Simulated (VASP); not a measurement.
A run of VASP 6.6.1:

Contents of INCAR:

```
  PREC = Accurate
  ENCUT = 600
  EDIFF = 1E-7
  ISMEAR = 0
  SIGMA = 0.03
  LREAL = F
  LASPH = T
  NELM = 80
  ALGO = Normal
  ISIF = 4
  LWAVE = F
  LCHARG = F
  GGA = PE
  IVDW = 12
  IBRION = 2
  NSW = 40
  EDIFFG = -0.01
```

File KPOINTS:

```
regular mesh
0
Gamma
  9 9 5
```

File POSCAR:

```
HfS2                                    
1.0
    3.5752041483      0.0000000000      0.0000000000
   -1.7876020741      3.0962176160      0.0000000000
    0.0000000000     -0.0000000000      5.7266336056
  Hf              S             
     1     2
Direct
     1.0000000000000000    0.0000000000000000    0.0000000000000000
     0.6666666699999979    0.3333333300000021    0.7478869574447561
     0.3333333300000021    0.6666666699999979    0.2521130425552440
```

Potentials or basis: VASP PAW PBE potentials, release 64 (Hf_pv, S).

Run with:

```bash
$ cat potpaw_PBE.64/Hf_pv/POTCAR potpaw_PBE.64/S/POTCAR > POTCAR
$ mpirun -np 1 vasp_std > vasp.out
```

Hardware: 1 thread of Intel(R) Xeon(R) 6975P-C (Granite Rapids) (shared host).

**Question.** How long does it take, and how much memory?

**Answer.** Run time: 87 s on 1 thread of Intel(R) Xeon(R) 6975P-C (Granite Rapids), on a shared host, peak memory 0.25 GiB. Counts: scf iterations 44, k points 50, ion steps 5.
